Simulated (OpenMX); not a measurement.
The system is Mo.

```
Mo
1.0
    -1.58381    1.58381    1.58381
     1.58381   -1.58381    1.58381
     1.58381    1.58381   -1.58381
Mo
1
Direct
  0.00000 0.00000 0.00000
```

Base run:

| Item | Value |
| --- | --- |
| Program | OpenMX 3.8.5 |
| Functional | PBE |
| Potentials or basis | OpenMX 2013 PBE set, Mo7.0-s3p2d2f1, grid cutoff 400 Ry |
| k mesh | 13 × 13 × 13 |
| Occupations | fermi-dirac, width 0.05 eV |
| Spin | no spin polarisation |

Its results: pressure -1.8 GPa.

Problem. The run is repeated on the same cell with these changes: functional from PBE to LDA; potentials or basis from OpenMX 2013 PBE set, Mo7.0-s3p2d2f1, grid cutoff 400 Ry to OpenMX 2013 LDA set, Mo7.0-s3p2d2, grid cutoff 400 Ry. What comes out?

Solution. Pressure -10.0 GPa.

Caveats: the basis of atomic orbitals isn't converged, which shifts pressures, moduli and gaps.
